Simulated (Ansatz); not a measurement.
# Ruthenium, bcc under r²SCAN: from relaxation to bulk modulus

Aim: take ruthenium in the bcc structure, relax it, solve it on a dense k-mesh, switch on spin-orbit coupling, then scale the cell to 7 volumes from 88 to 112 % of the relaxed one and try a fit of the equation of state. The k-meshes are 15×15×15 for the relaxation; 24×24×24 for the dense run; 14×14×14 for spin-orbit coupling; 16×16×16 for the volumes.

This is Ru in the bcc structure; at room conditions it is hcp.

Method: DFT r2SCAN, plane waves (500 eV) with PAW, scalar-relativistic; PBE-made PAW files, in Ansatz 0.2.0.

## 1. The starting structure

It takes space group Im-3m (No. 229, cubic). Conventional cell: a = 3.004 Å, b = 3.004 Å, c = 3.004 Å, α = 90.00°, β = 90.00°, γ = 90.00°. Around Ru (site symmetry m-3m) lie 8 Ru at 2.60 Å.

As a file:

```
Ru
1.0
    -1.50203    1.50203    1.50203
     1.50203   -1.50203    1.50203
     1.50203    1.50203   -1.50203
Ru
1
Direct
  0.00000 0.00000 0.00000
```

## 2. Geometry optimisation

The input, input.yaml:

```yaml
crystal:
  lattice:
    - [-1.5020265709, 1.5020265709, 1.5020265709]
    - [1.5020265709, -1.5020265709, 1.5020265709]
    - [1.5020265709, 1.5020265709, -1.5020265709]
  atoms:
    - { symbol: Ru, position: [0.0, 0.0, 0.0] }
hamiltonian:
  xc: r2scan
  pseudopotentials:
    kind: paw
    azcp:
      Ru: "pseudopotentials/Ru.paw.azcp"
basis:
  ecutwfc: 500
  fft_grid_basis: typed
kpoints:
  mp_grid: { grid: [15, 15, 15], shift: [0, 0, 0] }
magnetization:
  spin_polarized: false
scf:
  occupations: { method: fermi_dirac, width: 0.1 }
relax:
  max_steps: 60
  f_tol: 0.01
  cell: {}
output:
  write_density: true
  write_potential: true
  elf: true
  volumetric_format: npy
```

On the command line:

```bash
$ ansatz run input.yaml --threads 1 --pin off --max-ram 3584MiB --backend cpu --events-out ev --progress --plain --runs-dir out
```

The log of the run:

```text
Engine: ansatz 0.2.0, x86_64-unknown-linux-gnu
Pseudopotentials: kind: paw
Pseudopotential: Ru, paw, valence charge 16, recommended cutoff 500 eV (meta_gga), <dir>
Functional definition: r2SCAN
  parameter k0 = 0.174
  parameter k1 = 0.065
  parameter a1 = 4.9479
  exchange = r2scan_x(k0 = k0, k1 = k1, a1 = a1)
  correlation = r2scan_c
Crystal: 1 atoms, lattice volume = 13.555 Å³
Basis set: ecut = 500 eV, 321 PW (Γ), exchange–correlation on 80×80×80 points (64 copies of the dense FFT grid, shifted against one another)
Bands: 12, of which v1, the nominal top of the filled ones, is band 8 counted from 1 (7 counted from 0)
Symmetry: 48 space group operations
Space group: Im-3m (ITA 229), of the structure as read, at distance tolerance 2.4e-5 Å
k-points: 120 of 3375
Non-local potential: Ru, projectors of the file, l = 0: 3, l = 1: 2, l = 2: 2, l = 3: 1
PAW form: soft (Blöchl's): semilocal exchange-correlation on the pseudo side does not see the compensation charge
PAW frozen core: Ru, regenerated for the run's functional (the file was generated under x = pbe(κ = 0.804, μ = 0.2195149727645171), c = pbe(β = 0.06672455060314922))
PAW one-centre angular grid: Ru, 590 points (default); XC on 160 Gauss nodes
Initial density: superposition of atomic densities (neutral atoms: chi_scale 0, normalization atom), corrected by the library's trained network
Initial wavefunctions: pseudopotential atomic-orbital guess
Functional: x = r2scan, c = r2scan; τ floored in thin density (d = 2e-4 eV/Å³)
SCF iter   1: F=—  HF=-5890.065556 eV  |F-HF|=—  |Δ(HF+E_count)|=         —  Δρ=9.34e-3  dr2=3.64e-3  dr2_τ=6.74e-3  ethr=1.77e-3  ⟨swp⟩=5.1  Hψ=8369  notcnv=0
preconditioner: auto → none  [metal: Δε(μ)=0.019 eV  Ē_g=11.885 eV  σ=0.100 eV  W_gap=0.05  n_scr=0 (ndim 8)  ℏωp=28.5 eV  f_vac=0.000  D(μ)=1.70/eV (n_scr^D=18)]
SCF iter   2: F=—  HF=-5890.069732 eV  |F-HF|=—  |Δ(HF+E_count)|=   4.18e-3  Δρ=3.98e-3  dr2=5.13e-4  dr2_τ=1.04e-4  ethr=2.27e-5  ⟨swp⟩=2.0  Hψ=3435  notcnv=0
SCF iter   3: F=—  HF=-5890.069994 eV  |F-HF|=—  |Δ(HF+E_count)|=   2.62e-4  Δρ=1.71e-3  dr2=8.28e-5  dr2_τ=2.02e-5  ethr=3.21e-6  ⟨swp⟩=2.3  Hψ=1878  notcnv=0
SCF iter   4: F=—  HF=-5890.070076 eV  |F-HF|=—  |Δ(HF+E_count)|=   8.22e-5  Δρ=1.18e-4  dr2=5.22e-7  dr2_τ=6.75e-8  ethr=5.18e-7  ⟨swp⟩=2.3  Hψ=2166  notcnv=0
iter 5 did not close the SCF: its close was put off for the readings that it lacked (scf_convergence_deferred on its scf_iter line)
SCF iter   5: F=-5890.070077 eV  HF=-5890.070077 eV  |F-HF|=1.76e-8  |Δ(HF+E_count)|=   1.33e-6  Δρ=2.93e-5  dr2=5.32e-8  dr2_τ=1.37e-8  ethr=3.26e-9  ⟨swp⟩=2.0  Hψ=2353  notcnv=0
SCF iter   6: F=-5890.070077 eV  HF=-5890.070077 eV  |F-HF|=7.48e-10  |Δ(HF+E_count)|=   3.83e-8  Δρ=6.22e-6  dr2=2.58e-9  dr2_τ=2.22e-10  ethr=3.32e-10  ⟨swp⟩=5.2  Hψ=8203  notcnv=0
SCF 1 converged in 6 iterations: F = -5890.070077 eV  dr2 = 2.58e-9
relax step   1: F+E_penalty+E_count = -5890.07007708 eV  Δ(F+E_penalty+E_count) = +0.000e0 eV  max|allowed force component| = 0.000e0 eV/Å  Δτ_max = 0.0000 Å  P = +9.189 GPa  Ω = 13.555 Å³  (6 SCF iters, dr2 threshold 1.00e-7 eV, accepted)
Crystal: 1 atoms, lattice volume = 14.325 Å³
Basis set: ecut = 500 eV, 369 PW (Γ), exchange–correlation on 80×80×80 points (64 copies of the dense FFT grid, shifted against one another)
Initial density: handed on by an earlier stage of this run
Initial wavefunctions: those handed on with the density
iter 1 solved again at ethr=5.11e-5 eV; its pass at ethr=3.10e-3 eV (dr2=8.17e-3 eV) is discarded
SCF iter   1: F=—  HF=-5889.976133 eV  |F-HF|=—  |Δ(HF+E_count)|=         —  Δρ=7.54e-3  dr2=8.27e-3  dr2_τ=7.49e-2  ethr=5.11e-5  ⟨swp⟩=1.8  Hψ=10635  notcnv=0
preconditioner: auto → none  [metal: Δε(μ)=0.027 eV  Ē_g=11.233 eV  σ=0.100 eV  W_gap=0.07  n_scr=0 (ndim 8)  ℏωp=27.7 eV  f_vac=0.000  D(μ)=1.90/eV (n_scr^D=18)]
SCF iter   2: F=—  HF=-5890.072389 eV  |F-HF|=—  |Δ(HF+E_count)|=   9.63e-2  Δρ=6.13e-3  dr2=4.42e-3  dr2_τ=8.26e-4  ethr=5.11e-5  ⟨swp⟩=2.0  Hψ=2818  notcnv=0
SCF iter   3: F=—  HF=-5890.071111 eV  |F-HF|=—  |Δ(HF+E_count)|=   1.28e-3  Δρ=2.33e-3  dr2=4.95e-4  dr2_τ=6.60e-5  ethr=2.76e-5  ⟨swp⟩=2.1  Hψ=2099  notcnv=0
SCF iter   4: F=—  HF=-5890.071182 eV  |F-HF|=—  |Δ(HF+E_count)|=   7.09e-5  Δρ=1.39e-3  dr2=2.75e-4  dr2_τ=1.61e-5  ethr=3.09e-6  ⟨swp⟩=2.0  Hψ=2311  notcnv=0
SCF iter   5: F=—  HF=-5890.071122 eV  |F-HF|=—  |Δ(HF+E_count)|=   5.95e-5  Δρ=7.24e-4  dr2=7.40e-5  dr2_τ=2.01e-6  ethr=1.72e-6  ⟨swp⟩=1.2  Hψ=1566  notcnv=0
SCF iter   6: F=—  HF=-5890.071103 eV  |F-HF|=—  |Δ(HF+E_count)|=   1.94e-5  Δρ=3.09e-4  dr2=1.33e-5  dr2_τ=5.29e-7  ethr=4.63e-7  ⟨swp⟩=1.9  Hψ=1893  notcnv=0
SCF iter   7: F=—  HF=-5890.071100 eV  |F-HF|=—  |Δ(HF+E_count)|=   3.09e-6  Δρ=1.45e-4  dr2=2.89e-6  dr2_τ=1.45e-7  ethr=8.32e-8  ⟨swp⟩=1.9  Hψ=1838  notcnv=0
SCF iter   8: F=—  HF=-5890.071099 eV  |F-HF|=—  |Δ(HF+E_count)|=   7.57e-7  Δρ=4.32e-5  dr2=2.54e-7  dr2_τ=1.34e-8  ethr=1.80e-8  ⟨swp⟩=2.5  Hψ=2139  notcnv=0
SCF iter   9: F=-5890.071099 eV  HF=-5890.071099 eV  |F-HF|=5.49e-9  |Δ(HF+E_count)|=   7.09e-8  Δρ=7.65e-6  dr2=8.01e-9  dr2_τ=4.32e-10  ethr=6.25e-10  ⟨swp⟩=7.9  Hψ=7876  notcnv=0
SCF 2 converged in 9 iterations: F = -5890.071099 eV  dr2 = 8.01e-9
relax step   2: F+E_penalty+E_count = -5890.07109907 eV  Δ(F+E_penalty+E_count) = -1.022e-3 eV  max|allowed force component| = 0.000e0 eV/Å  Δτ_max = 0.0000 Å  P = -7.658 GPa  Ω = 14.325 Å³  energy of the carried Pulay correction = -4.853e-4 eV  (9 SCF iters, dr2 threshold 1.00e-7 eV, accepted)
Crystal: 1 atoms, lattice volume = 13.964 Å³
iter 1 solved again at ethr=7.59e-6 eV; its pass at ethr=3.10e-3 eV (dr2=1.21e-3 eV) is discarded
SCF iter   1: F=—  HF=-5890.062287 eV  |F-HF|=—  |Δ(HF+E_count)|=         —  Δρ=2.78e-3  dr2=1.06e-3  dr2_τ=1.55e-2  ethr=7.59e-6  ⟨swp⟩=1.9  Hψ=10079  notcnv=0
preconditioner: auto → none  [metal: Δε(μ)=0.015 eV  Ē_g=11.589 eV  σ=0.100 eV  W_gap=0.04  n_scr=0 (ndim 8)  ℏωp=28.1 eV  f_vac=0.000  D(μ)=1.78/eV (n_scr^D=18)]
SCF iter   2: F=—  HF=-5890.080715 eV  |F-HF|=—  |Δ(HF+E_count)|=   1.84e-2  Δρ=1.87e-3  dr2=3.55e-4  dr2_τ=7.78e-5  ethr=6.65e-6  ⟨swp⟩=2.0  Hψ=2416  notcnv=0
SCF iter   3: F=—  HF=-5890.080622 eV  |F-HF|=—  |Δ(HF+E_count)|=   9.32e-5  Δρ=7.08e-4  dr2=3.15e-5  dr2_τ=5.87e-6  ethr=2.22e-6  ⟨swp⟩=2.6  Hψ=2142  notcnv=0
SCF iter   4: F=—  HF=-5890.080647 eV  |F-HF|=—  |Δ(HF+E_count)|=   2.47e-5  Δρ=3.66e-4  dr2=1.83e-5  dr2_τ=1.01e-6  ethr=1.97e-7  ⟨swp⟩=2.0  Hψ=2302  notcnv=0
SCF iter   5: F=—  HF=-5890.080643 eV  |F-HF|=—  |Δ(HF+E_count)|=   4.14e-6  Δρ=1.60e-4  dr2=3.46e-6  dr2_τ=1.03e-7  ethr=1.15e-7  ⟨swp⟩=2.0  Hψ=1927  notcnv=0
SCF iter   6: F=—  HF=-5890.080642 eV  |F-HF|=—  |Δ(HF+E_count)|=   8.73e-7  Δρ=5.29e-5  dr2=3.68e-7  dr2_τ=1.52e-8  ethr=2.16e-8  ⟨swp⟩=2.5  Hψ=2143  notcnv=0
SCF iter   7: F=-5890.080642 eV  HF=-5890.080642 eV  |F-HF|=3.21e-8  |Δ(HF+E_count)|=   8.88e-8  Δρ=1.95e-5  dr2=4.93e-8  dr2_τ=2.67e-9  ethr=6.25e-10  ⟨swp⟩=7.5  Hψ=7712  notcnv=0
SCF 3 converged in 7 iterations: F = -5890.080642 eV  dr2 = 4.93e-8
relax step   3: F+E_penalty+E_count = -5890.08064182 eV  Δ(F+E_penalty+E_count) = -9.543e-3 eV  max|allowed force component| = 0.000e0 eV/Å  Δτ_max = 0.0000 Å  P = -0.441 GPa  Ω = 13.964 Å³  energy of the carried Pulay correction = -2.614e-4 eV  (7 SCF iters, dr2 threshold 1.00e-7 eV, accepted)
Crystal: 1 atoms, lattice volume = 13.944 Å³
iter 1 solved again at ethr=2.80e-8 eV; its pass at ethr=3.10e-3 eV (dr2=4.48e-6 eV) is discarded
SCF iter   1: F=—  HF=-5890.080619 eV  |F-HF|=—  |Δ(HF+E_count)|=         —  Δρ=1.88e-4  dr2=4.90e-6  dr2_τ=5.23e-5  ethr=2.80e-8  ⟨swp⟩=2.0  Hψ=9681  notcnv=0
preconditioner: auto → none  [metal: Δε(μ)=0.016 eV  Ē_g=11.577 eV  σ=0.100 eV  W_gap=0.04  n_scr=0 (ndim 8)  ℏωp=28.1 eV  f_vac=0.000  D(μ)=1.78/eV (n_scr^D=18)]
SCF iter   2: F=—  HF=-5890.080683 eV  |F-HF|=—  |Δ(HF+E_count)|=   6.38e-5  Δρ=1.26e-4  dr2=1.67e-6  dr2_τ=3.72e-7  ethr=2.80e-8  ⟨swp⟩=2.0  Hψ=2403  notcnv=0
SCF iter   3: F=—  HF=-5890.080683 eV  |F-HF|=—  |Δ(HF+E_count)|=   4.72e-7  Δρ=4.54e-5  dr2=1.43e-7  dr2_τ=2.38e-8  ethr=1.04e-8  ⟨swp⟩=2.6  Hψ=2118  notcnv=0
SCF iter   4: F=-5890.080683 eV  HF=-5890.080683 eV  |F-HF|=5.53e-8  |Δ(HF+E_count)|=   6.94e-8  Δρ=2.42e-5  dr2=8.00e-8  dr2_τ=4.53e-9  ethr=6.25e-10  ⟨swp⟩=7.9  Hψ=7983  notcnv=0
SCF 4 converged in 4 iterations: F = -5890.080683 eV  dr2 = 8.00e-8
relax step   4: F+E_penalty+E_count = -5890.08068285 eV  Δ(F+E_penalty+E_count) = -4.102e-5 eV  max|allowed force component| = 0.000e0 eV/Å  Δτ_max = 0.0000 Å  P = +0.006 GPa  Ω = 13.944 Å³  energy of the carried Pulay correction = -2.485e-4 eV  (4 SCF iters, dr2 threshold 1.00e-7 eV, accepted)
Initial wavefunctions: pseudopotential atomic-orbital guess (no wavefunctions were taken with the density)
iter 1 solved again at ethr=2.63e-8 eV; its pass at ethr=3.10e-3 eV (dr2=4.21e-6 eV) is discarded
SCF iter   1: F=—  HF=-5890.080752 eV  |F-HF|=—  |Δ(HF+E_count)|=         —  Δρ=6.80e-4  dr2=1.44e-6  dr2_τ=2.12e-6  ethr=2.63e-8  ⟨swp⟩=3.0  Hψ=12629  notcnv=0
preconditioner: auto → none  [metal: Δε(μ)=0.017 eV  Ē_g=11.575 eV  σ=0.100 eV  W_gap=0.04  n_scr=0 (ndim 8)  ℏωp=28.1 eV  f_vac=0.000  D(μ)=1.78/eV (n_scr^D=18)]
SCF iter   2: F=—  HF=-5890.080898 eV  |F-HF|=—  |Δ(HF+E_count)|=   1.46e-4  Δρ=3.39e-4  dr2=3.31e-7  dr2_τ=6.55e-6  ethr=8.98e-9  ⟨swp⟩=2.1  Hψ=2002  notcnv=0
SCF iter   3: F=—  HF=-5890.080957 eV  |F-HF|=—  |Δ(HF+E_count)|=   5.90e-5  Δρ=5.73e-5  dr2=7.90e-8  dr2_τ=1.66e-7  ethr=2.07e-9  ⟨swp⟩=2.0  Hψ=1939  notcnv=0
SCF iter   4: F=—  HF=-5890.080959 eV  |F-HF|=—  |Δ(HF+E_count)|=   1.46e-6  Δρ=5.80e-6  dr2=1.37e-9  dr2_τ=5.68e-10  ethr=4.94e-10  ⟨swp⟩=2.8  Hψ=2423  notcnv=0
SCF iter   5: F=—  HF=-5890.080959 eV  |F-HF|=—  |Δ(HF+E_count)|=   7.33e-9  Δρ=1.24e-6  dr2=1.94e-10  dr2_τ=2.97e-11  ethr=8.55e-12  ⟨swp⟩=2.0  Hψ=2422  notcnv=0
SCF iter   6: F=—  HF=-5890.080959 eV  |F-HF|=—  |Δ(HF+E_count)|=  2.64e-11  Δρ=4.78e-7  dr2=2.56e-11  dr2_τ=1.74e-12  ethr=1.21e-12  ⟨swp⟩=2.4  Hψ=2008  notcnv=0
SCF iter   7: F=-5890.080959 eV  HF=-5890.080959 eV  |F-HF|=9.09e-13  |Δ(HF+E_count)|=  8.19e-12  Δρ=1.50e-8  dr2=2.71e-14  dr2_τ=1.89e-14  ethr=1.00e-12  ⟨swp⟩=5.0  Hψ=5504  notcnv=0
SCF 5 converged in 7 iterations: F = -5890.080959 eV  dr2 = 2.71e-14
relax step   5: F+E_penalty+E_count = -5890.08095871 eV  Δ(F+E_penalty+E_count) = -2.759e-4 eV  max|allowed force component| = 0.000e0 eV/Å  Δτ_max = 0.0000 Å  P = +0.022 GPa  Ω = 13.944 Å³  stress off target by 2.24e-2 GPa  SCF on the basis re-selected at this cell (its energy is not comparable with the rows above)  (7 SCF iters)
basis re-selected at this cell: Δ(F+E_penalty+E_count) = -2.759e-4 eV, ΔP = +0.016 GPa vs the last step (what re-selecting the basis moved, of the pressure what is left beyond the Pulay correction that the steps carried, after the strain that the cell walked since its last selection, with what the two solves' SCF thresholds leave and, on support functions, any second-order correction that the steps lacked; it is no measure of the basis error at this ecutwfc). This SCF's stress stands 2.24e-2 GPa from its target on what of the cell is left free (relax.cell.stress_tol is 5.00e-2 GPa) and its largest allowed force component is 0.00e0 eV/Å (relax.f_tol is 1.00e-2 eV/Å): within both
SCF converged after 7 iterations
Free energy (F): -5890.080959 eV
Harris-Foulkes:  -5890.080959 eV  (|F-HF|=9.09e-13)
Internal energy: -5890.022162 eV  (E = F + TS)
E sigma→0 (E₀):  -5890.051560 eV
Entropy (-TS):   -0.058797 eV (-58.797 meV/atom)
Fermi energy:    22.812617 eV
--- Per-component energies (eV) ---
  E_band       = -77.939823
  E_kinetic    = 513.939310
  E_local      = -1285.891143  (includes V_loc(G=0)·N_el)
  E_nonlocal   = 344.002065
  E_hartree    = 413.160329
  E_xc         = -183.736659
  E_vxc        = -266.121888  (∫ρ·V_xc dr)
  E_paw        = -3479.260307  (= ΣΔE_a)
  E_vpaw       = -228.909298  (= ΣTr[D̂ρ^β])
  E_aug_tail   = 0.000079  (compensation charges beyond the density's cutoff)
  E_vtau       = 18.720388  (kinetic-family band-sum trace: ∫τ·v_τ [+ j·A + Jᵃ·Aᵃ] dr)
  E_ewald      = -2211.924882
  E_core_change = -0.310956  (= ΣΔE_core)
  E_smearing   = -0.058797  (= −TS)
  E_closure    = 0.000000  (closes the sum)
  Σ components = -5890.080959   (vs F -5890.080959, Δ=0.00e0)
--- Forces (eV/Å), atoms counted from 1 ---
  atom   1  Ru    -0.00000000     0.00000000     0.00000000
  max |Σ_I F_I| component: 1.26e-32 eV/Å
--- Stress (GPa, compression-positive) ---
        0.022383       0.000000       0.000000
        0.000000       0.022383       0.000000
       -0.000000       0.000000       0.022383
  P = ⅓ Tr σ = 0.0224 GPa (0.224 kbar)
--- Band table (eV; the first three rows and the last of 120) ---
  k-point 0: bands = ["-52.5268", "-21.1195", "-21.1195", "-21.1195", "14.4744", "19.8440", "19.8440", "19.8440", "22.7349", "22.7349", "40.4483", "40.4483"]
  k-point 1: bands = ["-52.5186", "-21.1675", "-21.1349", "-21.1197", "14.6784", "19.7501", "19.8377", "20.0189", "22.6115", "22.7408", "40.5564", "40.6628"]
  k-point 2: bands = ["-52.4955", "-21.3020", "-21.1781", "-21.1202", "15.2479", "19.4936", "19.8035", "20.5314", "22.3587", "22.7639", "40.7193", "41.0269"]
  k-point 119: bands = ["-52.2011", "-21.8661", "-21.8578", "-21.8578", "16.3093", "16.3381", "24.4505", "24.4505", "24.5793", "32.2365", "32.9218", "32.9218"]
--- Relaxed structure (4 steps of the walk, 4 accepted, 1 SCFs on fresh bases) ---
  F+E_penalty+E_count = -5890.08095871 eV   max|allowed force component| = 0.000e0 eV/Å   (the final SCF, on the basis selected at the relaxed cell)
  cell:  # Å, volume = 13.9436 Å³
    - [-1.5162517511142388, 1.5162517511142388, 1.5162517511142388]
    - [1.5162517511142388, -1.5162517511142388, 1.5162517511142388]
    - [1.5162517511142388, 1.5162517511142388, -1.5162517511142388]
  atoms:
    - { symbol: Ru, position: [0.0, 0.0, 0.0] }
```

Run time: 18 s. Hardware: 1 thread of Intel Xeon Platinum 8259CL at 2.50GHz (Skylake/Cascade Lake), shared host; peak memory 0.52 GiB.

Step by step:

```tsv
step	energy change (meV/atom)	largest force (eV/Å)	pressure (GPa)	volume (Å³/atom)
1	0.00	0.0000	9.19	13.555
2	-1.02	0.0000	-7.66	14.325
3	-10.56	0.0000	-0.44	13.964
4	-10.61	0.0000	0.01	13.944
5	-10.88	0.0000	0.02	13.944
```

Steps that repeat a cell are solved on a basis chosen anew, so their changes of energy are no gain of the relaxation.

The cell of the run, before and after:

|  | before | after | change |
| --- | --- | --- | --- |
| a (Å) | 2.602 | 2.626 | +0.9 % |
| b (Å) | 2.602 | 2.626 | +0.9 % |
| c (Å) | 2.602 | 2.626 | +0.9 % |
| volume (Å³/atom) | 13.555 | 13.944 | +2.9 % |
| shortest distance (Å) | 2.602 | 2.626 | +0.9 % |
| space group (spins left aside) | Im-3m | Im-3m | same |

## 3. Dense single point

The input, input.yaml:

```yaml
crystal:
  lattice:
    - [-1.5162517511, 1.5162517511, 1.5162517511]
    - [1.5162517511, -1.5162517511, 1.5162517511]
    - [1.5162517511, 1.5162517511, -1.5162517511]
  atoms:
    - { symbol: Ru, position: [0.0, 0.0, 0.0] }
hamiltonian:
  xc: r2scan
  pseudopotentials:
    kind: paw
    azcp:
      Ru: "pseudopotentials/Ru.paw.azcp"
basis:
  ecutwfc: 500
  fft_grid_basis: typed
kpoints:
  mp_grid: { grid: [24, 24, 24], shift: [0, 0, 0] }
magnetization:
  spin_polarized: false
scf:
  occupations: { method: fermi_dirac, width: 0.1 }
output:
  write_density: true
  write_potential: true
  elf: true
  volumetric_format: npy
```

On the command line:

```bash
$ ansatz run input.yaml --threads 1 --pin off --max-ram 3584MiB --backend cpu --events-out ev --progress --plain --runs-dir out
```

The log of the run, shortened:

```text
[...]
[... 3 set-up lines as earlier in the session ...]
[...]
Crystal: 1 atoms, lattice volume = 13.944 Å³
Basis set: ecut = 500 eV, 369 PW (Γ), exchange–correlation on 80×80×80 points (64 copies of the dense FFT grid, shifted against one another)
Bands: 12, of which v1, the nominal top of the filled ones, is band 8 counted from 1 (7 counted from 0)
[... 2 set-up lines as earlier in the session ...]
k-points: 413 of 13824
[...]
SCF iter   1: F=—  HF=-5890.075475 eV  |F-HF|=—  |Δ(HF+E_count)|=         —  Δρ=9.50e-3  dr2=3.67e-3  dr2_τ=6.60e-3  ethr=1.77e-3  ⟨swp⟩=5.1  Hψ=28985  notcnv=0
[...]
SCF iter   6: F=-5890.079873 eV  HF=-5890.079873 eV  |F-HF|=2.06e-9  |Δ(HF+E_count)|=   6.42e-8  Δρ=6.86e-6  dr2=3.07e-9  dr2_τ=4.40e-10  ethr=4.26e-10  ⟨swp⟩=1.0  Hψ=14222  notcnv=0
[...]
SCF converged after 6 iterations
Free energy (F): -5890.079873 eV
[...]
E sigma→0 (E₀):  -5890.050508 eV
Entropy (-TS):   -0.058731 eV (-58.731 meV/atom)
Fermi energy:    22.815429 eV
[...]
--- Band table (eV; the first three rows and the last of 413) ---
  k-point 0: bands = ["-52.5223", "-21.1153", "-21.1153", "-21.1153", "14.4754", "19.8459", "19.8459", "19.8459", "22.7377", "22.7377", "40.4499", "40.4499"]
[...]
```

It took 11 s on 1 thread of Intel Xeon Platinum 8259CL at 2.50GHz (Skylake/Cascade Lake), shared host; peak memory 0.56 GiB.

Axes a, b and c in the maps are those of this run's conventional cell (a, b, c = 3.033, 3.033, 3.033 Å).

Density in a lattice plane of the grid's cell (edges 3.03 and 3.03 Å, at 0.000 of the third edge), which holds Ru.

Ten even steps from '0' (0.25 e/Å³) to '9' (10.04 e/Å³):
```
998753100000000000135789
887642100000000000124678
665432000000000000023456
443211000000000000011234
211100000000000000000111
000000000000000000000000
000000000000000000000000
000000000000000000000000
000000000000000000000000
000000000000000000000000
000000000000000000000000
000000000000000000000000
000000000000000000000000
000000000000000000000000
211100000000000000000111
443211000000000000011234
665432000000000000023456
887642100000000000124678
998753100000000000135789
999864210000000001246899
```
Columns run along the first of these edges and rows up along the second, over one cell in 24 and 20 even steps from the bottom left corner. Atoms in the plane (fractional): Ru at (0.00, 0.00).

ELF in the same plane.

Ten even steps from ' ' (0.14) to '@' (0.67):
```
::==**@@@@%%**--..  ..::--::..  ..--**%%@@@@**==
**##%%@@@@%%++--....::::--::::....--++%%@@@@%%##
@@@@@@@@%%**==::....::::--::::....::==**%%@@@@@@
@@@@%%%%**==::......::------::......::==**%%%%@@
****++++--::......::::------::::......::--++++**
----::::........::::----------::::........::::--
............::::::--------------::::::..........
........::::::::------------------::::::::......
::::::::::------------------------------::::::::
------------------------------------------------
::::::::::------------------------------::::::::
........::::::::------------------::::::::......
............::::::--------------::::::..........
----::::........::::----------::::........::::--
****++++--::......::::------::::......::--++++**
@@@@%%%%**==::......::------::......::==**%%%%@@
@@@@@@@@%%**==::....::::--::::....::==**%%@@@@@@
**##%%@@@@%%++--....::::--::::....--++%%@@@@%%##
::==**@@@@%%**--..  ..::--::..  ..--**%%@@@@**==
  ::++%%@@%%**--..  ..::--::..  ..--**%%@@%%++::
```
Columns run along the first of these edges and rows up along the second, over one cell in 24 and 20 even steps from the bottom left corner. Atoms in the plane (fractional): Ru at (0.00, 0.00).

Both are smooth fields of the valence electrons: close to the nuclei they are not physical.

(Part 1 of 2 ends here.)
